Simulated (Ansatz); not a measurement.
InSb: do energies and stresses tell the same story?

Method: DFT r2SCAN, scalar-relativistic, plane waves, PAW (Ansatz).

Plane waves to 500 eV, a k mesh through Γ of 12×12×12 on the computed 2-atom cell and Gaussian smearing (0.10 eV); no spin polarisation.

Relaxed cell: F-43m, a = 6.555 Å, b = 6.555 Å, c = 6.555 Å, α = 90.00°, β = 90.00°, γ = 90.00°, 2 atoms in the primitive cell.

Energies at zero smearing and pressures from the stress tensor, at volumes with shape and atoms relaxed:
```
V (Å³/atom) E − E(first) (meV/atom) P (GPa)
     30.984                     0.00     7.59
     32.041                   -41.84     5.17
     33.097                   -69.07     3.15
     34.153                   -84.03     1.44
     35.209                   -88.69     0.02
     36.266                   -84.75    -1.18
     37.322                   -73.54    -2.19
     38.730                   -49.27    -3.29
```

Problem. Check P = −dE/dV between neighbouring volumes, and get the bulk modulus from the pressures alone.

Solution. With 1 eV/Å³ = 160.2 GPa:
| middle V (Å³/atom) | −ΔE/ΔV (GPa) | mean P (GPa) |
| --- | --- | --- |
| 31.512 | 6.346 | 6.381 |
| 32.569 | 4.131 | 4.161 |
| 33.625 | 2.269 | 2.295 |
| 34.681 | 0.707 | 0.732 |
| 35.738 | -0.597 | -0.580 |
| 36.794 | -1.700 | -1.685 |
| 38.026 | -2.761 | -2.739 |

The two differ by 0.04 GPa at most. The mean of two end pressures misses the average over a step by about ΔV² P″/12, up to 0.04 GPa here; with that taken off 0.00 GPa remains. Around V = 35.209 Å³/atom, the two neighbours give B = −V ΔP/ΔV = 35.209 × 2.62 / 2.113 = 43.7 GPa, against B0 = 43.5 GPa from the Birch–Murnaghan fit of the energies.